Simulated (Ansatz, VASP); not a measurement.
# Cross-check of AlAsH2 (AlAs wire along [110], 10 atoms a period, H-terminated) between VASP and Ansatz

Wanted: the spread between two codes on one cell, functional and k mesh. The structure shown is the start of the Ansatz relaxation below; VASP solves that cell, so the two are compared at the walk's first step.

Main program and level: Ansatz 0.2.0; plane waves, with VASP 6.6.1 beside it; single point at PBE.

**1. The starting structure**

The cell holds 20 atoms: 10 H, 5 Al and 5 As. Cell: a = 15.764 Å, b = 15.441 Å, c = 4.052 Å, α = 90.0°, β = 90.0°, γ = 90.0°. Vacuum lies along a and b. The structure's axis is c.

**2. Ansatz: relaxation, PBE**

Ansatz runs on its default PAW (the set named soft_2) files.

The two programs are compared at the cell with which this relaxation starts, whose forces are those of its first step.

input.yaml

```yaml
crystal:
  lattice:
    - [15.764, 0.0, 0.0]
    - [0.0, 15.441, 0.0]
    - [0.0, 0.0, 4.0517218562]
  atoms:
    - { symbol: H, position: [0.305820413, 0.351393105, 0.0] }
    - { symbol: Al, position: [0.363321043, 0.434412315, 0.0] }
    - { symbol: As, position: [0.635935861, 0.303212203, 0.0] }
    - { symbol: H, position: [0.692703999, 0.221250562, 0.0] }
    - { symbol: Al, position: [0.726807467, 0.434412315, 0.0] }
    - { symbol: H, position: [0.215681299, 0.565612427, 0.312353549] }
    - { symbol: H, position: [0.784308097, 0.434412315, 0.316383917] }
    - { symbol: As, position: [0.454192649, 0.696812539, 0.5] }
    - { symbol: As, position: [0.454192649, 0.434412315, 0.5] }
    - { symbol: H, position: [0.487563626, 0.220192993, 0.5] }
    - { symbol: H, position: [0.510960786, 0.77877418, 0.5] }
    - { symbol: Al, position: [0.545064255, 0.303212203, 0.5] }
    - { symbol: Al, position: [0.545064255, 0.565612427, 0.5] }
    - { symbol: H, position: [0.784308097, 0.434412315, 0.683616083] }
    - { symbol: H, position: [0.215681299, 0.565612427, 0.687646451] }
    - { symbol: As, position: [0.272449437, 0.565612427, 0.0] }
    - { symbol: H, position: [0.305820413, 0.77983175, 0.0] }
    - { symbol: Al, position: [0.363321043, 0.696812539, 0.0] }
    - { symbol: As, position: [0.635935861, 0.565612427, 0.0] }
    - { symbol: H, position: [0.692703999, 0.647574068, 0.0] }
kpoints:
  mp_grid: { grid: [1, 1, 20] }
scf:
  occupations: { method: fermi_dirac, width: 0.05 }
hamiltonian:
  xc: pbe
relax:
  cell: { fix: [a, b, alpha, beta, gamma] }
  max_steps: 45
  f_tol: 0.03
```

Command:

```bash
$ ansatz run input.yaml --threads 4 --pin off --max-ram 16384MiB --backend cpu --events-out ev --progress --plain --runs-dir out
```

Numbers of over 12 decimals in the logs are rounded to 6 here.

What it wrote:

```text
Engine: ansatz 0.2.0, aarch64-unknown-linux-gnu
Pseudopotentials: kind: paw
Pseudopotential: H, paw, valence charge 1, recommended cutoff 420 eV (normal), H.paw.azcp
Pseudopotential: Al, paw, valence charge 3, recommended cutoff 420 eV (normal), Al.paw.azcp
Pseudopotential: As, paw, valence charge 15, recommended cutoff 420 eV (normal), As.paw.azcp
Functional definition: PBE
  parameter kappa = 0.804
  parameter beta = 0.066725
  exchange = pbe_x(kappa = kappa, mu = beta*pi^2/3)
  correlation = pbe_c(beta = beta)
Crystal: 20 atoms, lattice volume = 986.237 Å³
Basis set: ecut = 420 eV, 19287 PW (Γ), exchange–correlation on 216×216×60 points (8 copies of the dense FFT grid, shifted against one another)
Bands: 70, of which v1, the nominal top of the filled ones, is band 50 counted from 1 (49 counted from 0)
Symmetry: 2 space group operations
Space group: Pm (ITA 6), of the structure as read, at distance tolerance 1.0e-4 Å
k-points: 11 of 20
Non-local potential: H, projectors of the file, l = 0: 2, l = 1: 1
Non-local potential: Al, projectors of the file, l = 0: 2, l = 1: 2, l = 2: 1
Non-local potential: As, projectors of the file, l = 0: 2, l = 1: 2, l = 2: 3, l = 3: 1
PAW form: soft (Blöchl's): semilocal exchange-correlation on the pseudo side does not see the compensation charge
PAW one-centre angular grid: H, 110 points (default); XC on 64 Gauss nodes
PAW one-centre angular grid: Al, 110 points (default); XC on 64 Gauss nodes
PAW one-centre angular grid: As, 590 points (default); XC on 64 Gauss nodes
Initial density: superposition of atomic densities (neutral atoms: chi_scale 0, normalization atom), corrected by the library's trained network
Initial wavefunctions: pseudopotential atomic-orbital guess
Functional: x = pbe(κ = 0.804, μ = 0.219515), c = pbe(β = 0.066725)
SCF iter   1: F=—  HF=-27126.668327 eV  |F-HF|=—  |Δ(HF+E_count)|=         —  Δρ=3.62e-3  dr2=7.58e-1  ethr=1.77e-3  ⟨swp⟩=7.0  Hψ=3548  notcnv=0  defer=25
preconditioner: auto → Resta (q_TF=auto, 1.863 Å⁻¹)  ε∞=1.9  [insulator: Δε(μ)=0.946 eV  Ē_g=8.999 eV  σ=0.050 eV  W_gap=1.00  n_scr=110 (ndim 8)  ℏωp=8.4 eV  f_vac=0.630  D(μ)=0.00/eV (n_scr^D=0)  ε∞_Penn≈1.9  vacuum switching on, ρ_ref=5.9e-3 e/Å³]
SCF iter   2: F=—  HF=-27126.595589 eV  |F-HF|=—  |Δ(HF+E_count)|=   7.27e-2  Δρ=4.86e-3  dr2=1.61e0  ethr=7.58e-4  ⟨swp⟩=3.2  Hψ=1139  notcnv=0  defer=134
preconditioner: auto → LDOS  [insulator: Δε(μ)=0.189 eV  Ē_g=8.819 eV  σ=0.050 eV  W_gap=0.53  n_scr=110 (ndim 8)  ℏωp=8.3 eV  f_vac=0.630  D(μ)=2.97/eV (n_scr^D=8)  ε∞_Penn≈1.9  β→1.0]
SCF iter   3: F=—  HF=-27126.480490 eV  |F-HF|=—  |Δ(HF+E_count)|=   1.15e-1  Δρ=1.28e-3  dr2=8.64e-2  ethr=7.58e-4  ⟨swp⟩=2.9  Hψ=973  notcnv=0  defer=125
SCF iter   4: F=—  HF=-27126.475008 eV  |F-HF|=—  |Δ(HF+E_count)|=   5.48e-3  Δρ=4.29e-4  dr2=5.57e-3  ethr=8.64e-5  ⟨swp⟩=2.1  Hψ=870  notcnv=0  defer=123
SCF iter   5: F=—  HF=-27126.476791 eV  |F-HF|=—  |Δ(HF+E_count)|=   1.78e-3  Δρ=6.72e-4  dr2=1.99e-2  ethr=5.57e-6  ⟨swp⟩=2.0  Hψ=845  notcnv=0  defer=123
SCF iter   6: F=—  HF=-27126.475660 eV  |F-HF|=—  |Δ(HF+E_count)|=   1.13e-3  Δρ=1.20e-4  dr2=4.82e-4  ethr=5.57e-6  ⟨swp⟩=2.0  Hψ=781  notcnv=0  defer=123
SCF iter   7: F=—  HF=-27126.475708 eV  |F-HF|=—  |Δ(HF+E_count)|=   4.78e-5  Δρ=6.91e-5  dr2=4.61e-5  ethr=4.82e-7  ⟨swp⟩=1.6  Hψ=780  notcnv=0  defer=123
SCF iter   8: F=—  HF=-27126.475970 eV  |F-HF|=—  |Δ(HF+E_count)|=   2.62e-4  Δρ=4.32e-5  dr2=2.09e-5  ethr=4.61e-8  ⟨swp⟩=2.0  Hψ=902  notcnv=0  defer=123
SCF iter   9: F=—  HF=-27126.475978 eV  |F-HF|=—  |Δ(HF+E_count)|=   8.84e-6  Δρ=1.89e-5  dr2=4.24e-6  ethr=2.09e-8  ⟨swp⟩=2.0  Hψ=837  notcnv=0  defer=123
SCF iter  10: F=—  HF=-27126.475981 eV  |F-HF|=—  |Δ(HF+E_count)|=   2.94e-6  Δρ=6.14e-6  dr2=3.38e-7  ethr=4.24e-9  ⟨swp⟩=2.0  Hψ=831  notcnv=0  defer=123
SCF iter  11: F=-27126.475982 eV  HF=-27126.475982 eV  |F-HF|=1.30e-7  |Δ(HF+E_count)|=   7.24e-7  Δρ=2.31e-6  dr2=6.85e-8  ethr=1.00e-10  ⟨swp⟩=5.0  Hψ=2225  notcnv=0
SCF 1 converged in 11 iterations: F = -27126.475982 eV  dr2 = 6.85e-8
  greatest PAW one-centre occupation: 0.999 electrons in one spin orbital (limit 2), on the As atom at site 15 (counted from 0), in its partial waves of l = 2
relax step   1: F+E_penalty+E_count = -27126.47598217 eV  Δ(F+E_penalty+E_count) = +0.000e0 eV  max|allowed force component| = 8.343e-1 eV/Å  Δτ_max = 0.0000 Å  P = +0.435 GPa  Ω = 986.237 Å³  fix = [a, b, alpha, beta, gamma]  reactions: a +0.159, b +0.132 GPa; gamma +0.141 GPa/rad  (11 SCF iters, dr2 threshold 1.00e-7 eV, accepted)
[...]
relax step   6: F+E_penalty+E_count = -27127.33880047 eV  Δ(F+E_penalty+E_count) = -3.920e-3 eV  max|allowed force component| = 4.189e-2 eV/Å  Δτ_max = 0.0724 Å  P = -0.005 GPa  Ω = 1030.072 Å³  energy of the carried Pulay correction = -7.134e-3 eV  fix = [a, b, alpha, beta, gamma]  reactions: a -0.010, b -0.001 GPa; gamma +0.002 GPa/rad  (7 SCF iters, dr2 threshold 1.04e-7 eV, accepted)
[...]
relax step   7: F+E_penalty+E_count = -27127.34016169 eV  Δ(F+E_penalty+E_count) = -1.361e-3 eV  max|allowed force component| = 2.484e-2 eV/Å  Δτ_max = 0.0347 Å  P = -0.009 GPa  Ω = 1029.794 Å³  energy of the carried Pulay correction = -7.090e-3 eV  fix = [a, b, alpha, beta, gamma]  reactions: a -0.013, b -0.018 GPa; gamma +0.008 GPa/rad  (6 SCF iters, dr2 threshold 1.10e-7 eV, accepted)
[...]
relax step   8: F+E_penalty+E_count = -27127.34955945 eV  Δ(F+E_penalty+E_count) = -9.398e-3 eV  max|allowed force component| = 2.437e-2 eV/Å  Δτ_max = 0.0000 Å  P = -0.000 GPa  Ω = 1029.794 Å³  fix = [a, b, alpha, beta, gamma]  reactions: a -0.009, b -0.014 GPa; gamma +0.008 GPa/rad  stress off target by 2.22e-2 GPa on what of the cell is left free  SCF on the basis re-selected at this cell (its energy is not comparable with the rows above)  (6 SCF iters)
basis re-selected at this cell: Δ(F+E_penalty+E_count) = -9.398e-3 eV, ΔP = +0.008 GPa vs the last step (what re-selecting the basis moved, of the pressure what is left beyond the Pulay correction that the steps carried, after the strain that the cell walked since its last selection, with what the two solves' SCF thresholds leave and, on support functions, any second-order correction that the steps lacked; it is no m [...]
SCF converged after 6 iterations
Free energy (F): -27127.349559 eV
Harris-Foulkes:  -27127.349559 eV  (|F-HF|=7.97e-10)
Internal energy: -27127.349556 eV  (E = F + TS)
E sigma→0 (E₀):  -27127.349558 eV
Entropy (-TS):   -0.000004 eV (-0.000 meV/atom)
Fermi energy:    -1.088449 eV
--- Per-component energies (eV) ---
  E_band       = -2216.541122
  E_kinetic    = 756.168578
  E_local      = -34592.140890  (includes V_loc(G=0)·N_el)
  E_nonlocal   = -3282.314955
  E_hartree    = 17209.812698
  E_xc         = -677.242769
  E_vxc        = -646.850957  (∫ρ·V_xc dr)
  E_paw        = -11522.086022  (= ΣΔE_a)
  E_vpaw       = 1128.982191  (= ΣTr[D̂ρ^β])
  E_aug_tail   = -0.011842  (compensation charges beyond the density's cutoff)
  E_ewald      = 4980.465647
  E_smearing   = -0.000004  (= −TS)
  E_closure    = 0.000000  (closes the sum)
  Σ components = -27127.349559   (vs F -27127.349559, Δ=0.00e0)
--- Forces (eV/Å), atoms counted from 1 ---
  atom   1  H     -0.00245457     0.00490855     0.00000000
  atom   2  Al     0.00971729    -0.01101594     0.00000000
  atom   3  As    -0.00512803    -0.01229359     0.00000000
  atom   4  H      0.00716262     0.01210274     0.00000000
  atom   5  Al     0.00718481     0.00725913     0.00000000
  atom   6  H     -0.01247423    -0.00053768     0.00912692
  atom   7  H     -0.00291399     0.00023822    -0.00387338
  atom   8  As    -0.00955124     0.00351441     0.00000000
  atom   9  As     0.00838037    -0.01495158     0.00000000
  atom  10  H      0.01130474     0.01949735     0.00000000
  atom  11  H      0.00135357    -0.00918343     0.00000000
  atom  12  Al    -0.01257666    -0.02436884     0.00000000
  atom  13  Al    -0.00423032     0.00344436     0.00000000
  atom  14  H     -0.00291399     0.00023822     0.00387338
  atom  15  H     -0.01247423    -0.00053768    -0.00912692
  atom  16  As     0.02395257     0.01495351     0.00000000
  atom  17  H      0.00309950    -0.00676825     0.00000000
  atom  18  Al    -0.00012236     0.00850550     0.00000000
  atom  19  As     0.00026531     0.02114309     0.00000000
  atom  20  H     -0.00757461    -0.01614060     0.00000000
  max |Σ_I F_I| component: 7.48e-6 eV/Å
--- Stress (GPa, compression-positive) ---
       -0.009423      -0.008411       0.000000
       -0.008408      -0.013604       0.000000
        0.000000       0.000000       0.022172
  P = ⅓ Tr σ = -0.0003 GPa (-0.003 kbar)
--- Relaxed structure (7 steps of the walk, 7 accepted, 1 SCFs on fresh bases) ---
  F+E_penalty+E_count = -27127.34955945 eV   max|allowed force component| = 2.437e-2 eV/Å   (the final SCF, on the basis selected at the relaxed cell)
  cell:  # Å, volume = 1029.7942 Å³
    - [15.764, 0, 0.0]
    - [0, 15.441, 0.0]
    - [0.0, 0.0, 4.230665]
  atoms:
    - { symbol: H, position: [0.297742, 0.344752, 0.0] }
    - { symbol: Al, position: [0.365614, 0.420792, 0.0] }
    - { symbol: As, position: [0.630704, 0.316223, 0.0] }
    - { symbol: H, position: [0.681923, 0.232428, 0.0] }
    - { symbol: Al, position: [0.740970, 0.434912, 0.0] }
    - { symbol: H, position: [0.223545, 0.568984, 0.265833] }
    - { symbol: H, position: [0.793195, 0.440389, 0.312896] }
    - { symbol: As, position: [0.448784, 0.691273, 0.5] }
    - { symbol: As, position: [0.450908, 0.431707, 0.5] }
    - { symbol: H, position: [0.489087, 0.213052, 0.5] }
    - { symbol: H, position: [0.506875, 0.770048, 0.5] }
    - { symbol: Al, position: [0.544950, 0.299266, 0.5] }
    - { symbol: Al, position: [0.543394, 0.560483, 0.5] }
    - { symbol: H, position: [0.793195, 0.440389, 0.687104] }
    - { symbol: H, position: [0.223545, 0.568984, 0.734167] }
    - { symbol: As, position: [0.288067, 0.565745, 0.0] }
    - { symbol: H, position: [0.302504, 0.791961, 0.0] }
    - { symbol: Al, position: [0.363293, 0.709868, 0.0] }
    - { symbol: As, position: [0.628729, 0.555533, 0.0] }
    - { symbol: H, position: [0.674815, 0.642401, 0.0] }
```

[end of part 1 of 2]

[Lines on the potential files, build, host, timing and source positions are cut from VASP's logs without a mark.]

[Logs are printed without paths, hosts, clocks, repeated set-up lines and the standing remarks that a program may print on its own settings, such as how far it seeks lower states.]

[Hosts, paths, dates, database ids (printed as entryN), source tags and the programs' standing remarks are cut or masked in the printed files.]
